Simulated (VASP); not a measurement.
# GaP (F-43m) in VASP: notebook, part 2 of 2

VASP 6.6.1. The steps go on from the part before.

## (4) G0W0 quasiparticle levels, PBE

The input, POSCAR:

```
GaP
1.0
    0.0000000000      2.7252500000      2.7252500000
    2.7252500000      0.0000000000      2.7252500000
    2.7252500000      2.7252500000      0.0000000000
Ga P
1 1
Direct
    0.0000000000      0.0000000000      0.0000000000
    0.7500000000      0.7500000000      0.7500000000
```

The input, INCAR.step1:

```
SYSTEM = GaP
ALGO = Normal
EDIFF = 1E-8
ENCUT = 450
GGA = PE
ISMEAR = 0
LASPH = .TRUE.
LCHARG = .FALSE.
LREAL = .FALSE.
LWAVE = .TRUE.
NELM = 80
PREC = Accurate
SIGMA = 0.01
```

The input, INCAR.step2:

```
SYSTEM = GaP
ALGO = Exact
EDIFF = 1E-8
ENCUT = 450
GGA = PE
ISMEAR = 0
ISTART = 1
LASPH = .TRUE.
LCHARG = .FALSE.
LOPTICS = .TRUE.
LREAL = .FALSE.
LWAVE = .TRUE.
NBANDS = 170
NELM = 1
PREC = Accurate
SIGMA = 0.01
```

The input, INCAR.step3:

```
SYSTEM = GaP
ALGO = EVGW0
EDIFF = 1E-8
ENCUT = 450
ENCUTGW = 200
GGA = PE
ISMEAR = 0
ISTART = 1
LASPH = .TRUE.
LCHARG = .FALSE.
LREAL = .FALSE.
LWAVE = .FALSE.
NBANDS = 170
NBANDSGW = 17
NELMGW = 1
NOMEGA = 48
PREC = Accurate
PRECFOCK = Fast
SIGMA = 0.01
```

The input, KPOINTS:

```
k-points
0
G
  5 5 5
  0 0 0
```

Potentials or basis: VASP PAW PBE potentials, release 64 (Ga_d_GW, P_GW).

On the command line:

```sh
$ cat potpaw_PBE.64/Ga_d_GW/POTCAR potpaw_PBE.64/P_GW/POTCAR > POTCAR
$ cp INCAR.step1 INCAR
$ mpirun -np 1 vasp_std > vasp.out
$ cp INCAR.step2 INCAR
$ mpirun -np 1 vasp_std > vasp.out
$ cp INCAR.step3 INCAR
$ mpirun -np 1 vasp_std > vasp.out
```

OUTCAR:

```text
SYSTEM = GaP
   EDIFF = 1E-8
   ENCUT = 450
   ENCUTGW = 200
   GGA = PE
   ISMEAR = 0
   ISTART = 1
   LASPH = .TRUE.
   LREAL = .FALSE.
   NELMGW = 1
   PREC = Accurate
   PRECFOCK = Fast

 Found     10 irreducible k-points:

 Following reciprocal coordinates:
            Coordinates               Weight
  0.000000  0.000000  0.000000      1.000000
  0.200000  0.000000  0.000000      8.000000
  0.400000  0.000000  0.000000      8.000000
  0.200000  0.200000  0.000000      6.000000
  0.400000  0.200000  0.000000     24.000000
 -0.400000  0.200000  0.000000     24.000000
   k-points           NKPTS =     10   k-points in BZ     NKDIM =    125   number of bands    NBANDS=    170
   number of dos      NEDOS =    301   number of ions     NIONS =      2
   total plane-waves  NPLWV =  21952
   dimension x,y,z NGX =    28 NGY =   28 NGZ =   28
   dimension x,y,z NGXF=    56 NGYF=   56 NGZF=   56
   ions per type =               1   1
   NGX,Y,Z   is equivalent  to a cutoff of  12.08, 12.08, 12.08 a.u.
   NGXF,Y,Z  is equivalent  to a cutoff of  24.16, 24.16, 24.16 a.u.
[... 32 lines left out ...]
  Fermi-wavevector in a.u.,A,eV,Ry     =   1.249538  2.361284 21.243377  1.561344
  Thomas-Fermi vector in A             =   2.383574
   LORBIT       =      0    0 simple, 1 ext, 2 COOP (PROOUT), +10 PAW based schemes
   GGA     = PE    functional components
   LHFCALC =     T    Hartree Fock is set to
   PRECFOCK=fast      Normal, Fast or Accurate (Low or Medium for compatibility)
   ENCUT4O =  -1.0   cutoff for four orbital integrals eV
   NKREDX  =     1    reduce k-point grid by
   NKREDY  =     1    reduce k-point grid by
   NKREDZ  =     1    reduce k-point grid by
   AEXX    =    1.0000 exact exchange contribution
   HFSCREEN=    0.0000 screening length (either q_TF or 0.3 A-1)
   HFSCREENC=   0.0000 screening length for correlation (either q_TF or 0.3 A-1)
   ENCUTFOCK=  -1.0 apply spherical cutoff to Coloumb kernel
   IVDW    =     0    specifies the selected vdW correction
   LEPSILON=     F    determine dielectric tensor
   LRPA    =     F    only Hartree local field effects (RPA)
   LRPAFORCE           =     F    calculate RPA forces
   ENCUTGW             = 200.0    cutoff for response function in eV
   ENCUTGWSOFT         = 160.0    soft cutoff for Coulomb kernel in GW response function in eV
   ENCUTLF             =  -1.0    cutoff for local field effects
   NELMGW              =     1    number of iterations in solving QP/BSE equation
   NELMHF              =     1    number of iterations in the inner HF iteration
   NKREDLFX            =     1    NKREDLFY  =   1   NKREDLFZ  =   1
 non-spin polarized calculation
 Gauss-broadening in eV      SIGMA  =   0.01
  energy-cutoff  :      450.00
  volume of cell :       40.48
 maximum number of plane-waves:       893
  NGX = 16; NGY = 16; NGZ = 16
   NGX = 13   NGY = 13   NGZ = 13
 maximum number of plane-waves:       274

 QP shifts <psi_nk| G(iteration)W_0 |psi_nk>: iteration 1
 for sc-GW calculations column KS-energies equals QP-energies in previous step
 and V_xc(KS)=  KS-energies - (<T + V_ion + V_H > + <T+V_H+V_ion>^1  + <V_x>^1)

 k-point   1 :       0.0000    0.0000    0.0000
  band No.  KS-energies  QP-energies   sigma(KS)   V_xc(KS)     V^pw_x(r,r')   Z            occupation Imag(sigma)

      1     -10.1880     -12.3633     -24.8790     -21.6810     -34.9990       0.6802       2.0000       0.2149
      2     -10.1880     -12.3633     -24.8790     -21.6810     -34.9990       0.6802       2.0000       0.2149
      3     -10.1880     -12.3633     -24.8790     -21.6810     -34.9990       0.6802       2.0000       0.2149
      4     -10.0891     -12.3001     -25.0420     -21.8050     -35.1381       0.6830       2.0000       0.1724
      5     -10.0891     -12.3001     -25.0420     -21.8050     -35.1381       0.6830       2.0000       0.1724
      6      -8.1188      -8.6390     -12.1864     -11.3639     -18.6803       0.6325       2.0000       0.9709
[... 102 lines left out ...]
      4     -10.0913     -12.3013     -25.0297     -21.7976     -35.1323       0.6838       2.0000       0.1755
      5     -10.0836     -12.2994     -25.0488     -21.8157     -35.1551       0.6853       2.0000       0.1735
      6      -5.7469      -6.3579     -13.4073     -12.5169     -19.1852       0.6862       2.0000       0.7343
[... 9 lines left out ...]
     16      16.8341      16.7709      -8.7203      -8.6367      -2.7921       0.7557       0.0000      -0.4737
     17      18.7300      18.9137     -11.0097     -11.2611      -3.9345       0.7305       0.0000      -0.7956

 [... further k-points ...]
```

Wall time 8.1 min (1 thread of Intel Xeon Platinum 8559C (Emerald Rapids), shared host); peak memory 0.64 GiB.

These settings aren't checked as converged: the numbers below hold their error.

Results:

```
Band gap on the k mesh, mean-field level : 1.60 eV, indirect (least direct gap 1.82 eV)
Quasiparticle gap                        : 2.22 eV
Least direct quasiparticle gap           : 2.73 eV
```

Caveat: the cutoff is under 1.25 times the usual one of these potentials, so pressure, stress and relaxed cells hold a basis-set (Pulay) error; bands, screening cutoff and mesh are small and nothing is extrapolated, so the quasiparticle values aren't converged; an odd mesh through Γ misses points on the zone boundary, where band edges often lie.

## (5) G0W0 quasiparticle levels, PBE

POSCAR is that of step 4.

INCAR.step1 is that of step 4.

Changes to INCAR.step2 since step 4:

```diff
@@ -12,3 +12,3 @@
 LWAVE = .TRUE.
-NBANDS = 170
+NBANDS = 21
 NELM = 1
```

Changes to INCAR.step3 since step 4:

```diff
@@ -4,3 +4,3 @@
 ENCUT = 450
-ENCUTGW = 200
+ENCUTGW = 100
 GGA = PE
@@ -12,3 +12,3 @@
 LWAVE = .FALSE.
-NBANDS = 170
+NBANDS = 21
 NBANDSGW = 17
```

The input, KPOINTS:

```
k-points
0
G
  3 3 3
  0 0 0
```

Potentials or basis: VASP PAW PBE potentials, release 64 (Ga_d_GW, P_GW).

On the command line:

```sh
$ cat potpaw_PBE.64/Ga_d_GW/POTCAR potpaw_PBE.64/P_GW/POTCAR > POTCAR
$ cp INCAR.step1 INCAR
$ mpirun -np 1 vasp_std > vasp.out
$ cp INCAR.step2 INCAR
$ mpirun -np 1 vasp_std > vasp.out
$ cp INCAR.step3 INCAR
$ mpirun -np 1 vasp_std > vasp.out
```

OUTCAR:

```text
SYSTEM = GaP
   EDIFF = 1E-8
   ENCUT = 450
   ENCUTGW = 100
   GGA = PE
   ISMEAR = 0
   ISTART = 1
   LASPH = .TRUE.
   LREAL = .FALSE.
   NELMGW = 1
   PREC = Accurate
   PRECFOCK = Fast

 Found      4 irreducible k-points:

 Following reciprocal coordinates:
            Coordinates               Weight
  0.000000  0.000000  0.000000      1.000000
  0.333333  0.000000  0.000000      8.000000
  0.333333  0.333333  0.000000      6.000000
 -0.333333  0.333333  0.000000     12.000000
   k-points           NKPTS =      4   k-points in BZ     NKDIM =     27   number of bands    NBANDS=     21
   number of dos      NEDOS =    301   number of ions     NIONS =      2
   total plane-waves  NPLWV =  21952
   dimension x,y,z NGX =    28 NGY =   28 NGZ =   28
   dimension x,y,z NGXF=    56 NGYF=   56 NGZF=   56
   ions per type =               1   1
   NGX,Y,Z   is equivalent  to a cutoff of  12.08, 12.08, 12.08 a.u.
   NGXF,Y,Z  is equivalent  to a cutoff of  24.16, 24.16, 24.16 a.u.
[... 33 lines left out ...]
  Thomas-Fermi vector in A             =   2.383574
   LORBIT       =      0    0 simple, 1 ext, 2 COOP (PROOUT), +10 PAW based schemes
   GGA     = PE    functional components
   LHFCALC =     T    Hartree Fock is set to
   PRECFOCK=fast      Normal, Fast or Accurate (Low or Medium for compatibility)
   ENCUT4O =  -1.0   cutoff for four orbital integrals eV
   NKREDX  =     1    reduce k-point grid by
   NKREDY  =     1    reduce k-point grid by
   NKREDZ  =     1    reduce k-point grid by
   AEXX    =    1.0000 exact exchange contribution
   HFSCREEN=    0.0000 screening length (either q_TF or 0.3 A-1)
   HFSCREENC=   0.0000 screening length for correlation (either q_TF or 0.3 A-1)
   ENCUTFOCK=  -1.0 apply spherical cutoff to Coloumb kernel
   IVDW    =     0    specifies the selected vdW correction
   LEPSILON=     F    determine dielectric tensor
   LRPA    =     F    only Hartree local field effects (RPA)
   LRPAFORCE           =     F    calculate RPA forces
   ENCUTGW             = 100.0    cutoff for response function in eV
   ENCUTGWSOFT         =  80.0    soft cutoff for Coulomb kernel in GW response function in eV
   ENCUTLF             =  -1.0    cutoff for local field effects
   NELMGW              =     1    number of iterations in solving QP/BSE equation
   NELMHF              =     1    number of iterations in the inner HF iteration
   NKREDLFX            =     1    NKREDLFY  =   1   NKREDLFZ  =   1
 non-spin polarized calculation
 Gauss-broadening in eV      SIGMA  =   0.01
  energy-cutoff  :      450.00
  volume of cell :       40.48
 maximum number of plane-waves:       893
 NGX is ok and might be reduce to    28
  NGX = 16; NGY = 16; NGZ = 16
   NGX = 13   NGY = 13   NGZ = 13
 maximum number of plane-waves:        92
 NGX is ok and might be reduce to    14

 QP shifts <psi_nk| G(iteration)W_0 |psi_nk>: iteration 1
 for sc-GW calculations column KS-energies equals QP-energies in previous step
 and V_xc(KS)=  KS-energies - (<T + V_ion + V_H > + <T+V_H+V_ion>^1  + <V_x>^1)

 k-point   1 :       0.0000    0.0000    0.0000
  band No.  KS-energies  QP-energies   sigma(KS)   V_xc(KS)     V^pw_x(r,r')   Z            occupation Imag(sigma)

      1     -10.1856     -13.5728     -26.6479     -21.6848     -35.0252       0.6825       2.0000       0.2958
      2     -10.1856     -13.5728     -26.6479     -21.6848     -35.0252       0.6825       2.0000       0.2958
      3     -10.1856     -13.5728     -26.6479     -21.6848     -35.0252       0.6825       2.0000       0.2958
      4     -10.0900     -13.5125     -26.8224     -21.8034     -35.1437       0.6819       2.0000       0.2659
      5     -10.0900     -13.5125     -26.8224     -21.8034     -35.1437       0.6819       2.0000       0.2659
      6      -8.0298      -7.9743     -11.2762     -11.3534     -18.6291       0.7197       2.0000       1.3449
[... 59 lines left out ...]
      3     -10.1367     -13.5882     -26.7778     -21.7837     -35.1500       0.6911       2.0000       0.2904
      4     -10.1005     -13.5157     -26.7849     -21.7748     -35.1096       0.6817       2.0000       0.2645
      5     -10.0831     -13.5333     -26.8316     -21.8126     -35.1573       0.6874       2.0000       0.2608
      6      -5.2807      -5.3188     -12.6954     -12.6405     -19.1782       0.6935       2.0000       0.7925
[... 9 lines left out ...]
     16      19.4742      20.8646      -7.4097      -9.1973      -2.7823       0.7778       0.0000      -0.7054
     17      20.2154      21.9218      -8.4383     -10.6356      -3.3956       0.7766       0.0000      -0.9712
```

OUTCAR.step1:

```text
SYSTEM = GaP
   EDIFF = 1E-8
   ENCUT = 450
   GGA = PE
   ISMEAR = 0
   LASPH = .TRUE.
   LREAL = .FALSE.
[... 171 lines left out ...]
      0.00000      0.00000      0.00000        -0.000000      0.000000     -0.000000
      4.08788      4.08788      4.08788         0.000000     -0.000000      0.000000
 -----------------------------------------------------------------------------------
    total drift:                               -0.000012     -0.000012     -0.000012

  FREE ENERGIE OF THE ION-ELECTRON SYSTEM (eV)
  ---------------------------------------------------
  free  energy   TOTEN  =        -8.5981966163 eV

  energy  without entropy=       -8.5981966163  energy(sigma->0) =       -8.59819662
```

It used 19 s of CPU time on 1 thread of Intel(R) Xeon(R) Platinum 8559C (Emerald Rapids) (shared host), which was overloaded at the time.

The run converged, but some of its settings lie outside the range that counts as converged, so its numbers aren't taken as properties of the crystal.

Results:

* Band gap on the k mesh, mean-field level: 1.70 eV, indirect (least direct gap 1.80 eV)
* Quasiparticle gap: 2.23 eV
* Least direct quasiparticle gap: 2.82 eV

Caveat: the k mesh is coarse (spacing up to 0.67 Å⁻¹), so the values aren't converged; the cutoff is under 1.25 times the usual one of these potentials, so pressure, stress and relaxed cells hold a basis-set (Pulay) error; bands, screening cutoff and mesh are small and nothing is extrapolated, so the quasiparticle values aren't converged; an odd mesh through Γ misses points on the zone boundary, where band edges often lie.

## (6) The reference run

An earlier run on the cell as given: functional PBE; potentials or basis VASP PAW PBE potentials, release 64 (Ga_d, P); cutoff 520 eV; k mesh 8 × 8 × 8; occupations fermi-dirac, width 0.05 eV; no spin polarisation.

- Pressure: 2.5 GPa
- Band gap on the k mesh: 1.64 eV, indirect (least direct gap 1.83 eV)

## (7) Summary

```csv
task,level,spin,cell,k mesh,cutoff (eV),smearing,grid for exact exchange (PRECFOCK),exchange at q = 0,share of exact exchange,other keys,mesh quality,gap on the mesh (eV),pressure (GPa)
optical spectrum,PBEsol+D3(BJ),"SOC, no magnetisation",as given,6 × 6 × 6,800,gaussian 0.1 eV,-,-,-,NELMDL = 0; EDIFF = 1e-05; ENCUT = 800,not flagged,-,-2.6
relaxation of cell and atoms,PBE-EpsX,off,relaxed,4 × 4 × 4,600,fermi-dirac 0.05 eV,Fast,default,0.0895,-,coarse,2.15,0.1
single point,PBE,off,as given,8 × 8 × 8,520,fermi-dirac 0.05 eV,-,-,-,-,not flagged,1.64,2.5
```

Alike in all rows: potentials or basis VASP PAW PBE potentials, release 64 (Ga_d, P).

Caveats: some runs use coarse meshes; the PAW data sets were made with another functional, which shifts forces and pressure a little (some runs); spectra need much finer meshes, so this one isn't converged (some runs); independent-particle spectra lack excitons (some runs).

Total energies depend on the potentials used, so only differences within one code and one set of settings carry meaning.
